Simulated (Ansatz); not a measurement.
The reference is GeTe (space group R3m, No. 160; a = 4.187 Å, c = 11.060 Å (hexagonal axes); layered).

Level of theory: plane-wave PAW DFT at the r2SCAN level (Ansatz, a quantum-chemistry and plane-wave program, 500 eV), no SOC.

Base values:

| Quantity | Value |
|---|---|
| Pressure | 0.0 kbar |

It is then changed as follows: every lattice vector is stretched by 0.79 %, atoms relaxed at fixed cell.

Question: What happens to the largest internal atomic displacement, pressure and energy relative to the base?

Answer: The largest internal atomic displacement is 0.011 Å; the pressure (mean of the normal stresses, compression positive) goes from zero to -8.2 kbar; the energy goes up by 1.7 meV/atom.

The cells carry an imposed strain or load. No phonon test of stability was made. No dispersion term is included, though the crystal is made of layers, chains or molecules, so its spacings can come out too wide.
